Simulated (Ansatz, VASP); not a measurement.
# Rh: VASP beside Ansatz

The input INCAR:

```
ALGO     = Normal         # electronic algorithm
EDIFF    = 1E-6           # SCF threshold, eV
ENCUT    = 520            # plane-wave cutoff, eV
GGA      = PE             # functional
ISIF     = 2              # what is computed and relaxed
ISMEAR   = 1              # smearing method
LASPH    = T              # aspherical terms in the spheres
LCHARG   = T              # write CHGCAR
LELF     = T              # ELF
LREAL    = F              # projectors in reciprocal space
LVHAR    = T            
LWAVE    = F              # write WAVECAR
NBANDS   = 14             # bands
NELM     = 60             # most SCF steps
PREC     = Accurate       # precision mode
SIGMA    = 0.05           # smearing width, eV
```

KPOINTS

```
k-points
0
Gamma
  15 15 15
```

POSCAR

```
Rh
1.0
    0.0000000000      1.9104189093      1.9104189093
    1.9104189093      0.0000000000      1.9104189093
    1.9104189093      1.9104189093      0.0000000000
Rh
1
Direct
    0.0000000000      0.0000000000      0.0000000000
```

Input for Ansatz:

```yaml
crystal:
  lattice:
    - [0.0, 1.9104189093386605, 1.9104189093386605]
    - [1.9104189093386605, 0.0, 1.9104189093386605]
    - [1.9104189093386605, 1.9104189093386605, 0.0]
  atoms:
    - { symbol: Rh, position: [0.0, 0.0, 0.0] }
basis:
  ecutwfc: 500.0
kpoints:
  mp_grid:
    grid: [15, 15, 15]
hamiltonian:
  xc: pbe
scf:
  convergence:
    dr2_threshold: 1.0e-10
  occupations:
    method: methfessel_paxton
    width: 0.05
output:
  stress: true
```

Alike in both runs: task single point; functional PBE; k mesh 15 × 15 × 15; occupations methfessel-paxton of order 1, width 0.05 eV; no spin polarisation.

|  | VASP | Ansatz |
| --- | --- | --- |
| version | VASP 6.6.1 | Ansatz 0.2.0 |
| potentials or method | VASP PAW PBE potentials, release 64 (Rh_pv) | plane waves, PAW |
| plane-wave cutoff (eV) | 520 | 500 |
| valence electrons in the cell | 15 | 17 |

Ansatz gave:

| Property | Result |
| --- | --- |
| pressure (GPa) | 1.7 |

What did VASP give for the same quantities?

Pressure (GPa): 1.8.

The functional is the same, so the differences come from potentials, cutoffs and numerics. The two sets of potentials don't hold the same shells in valence.
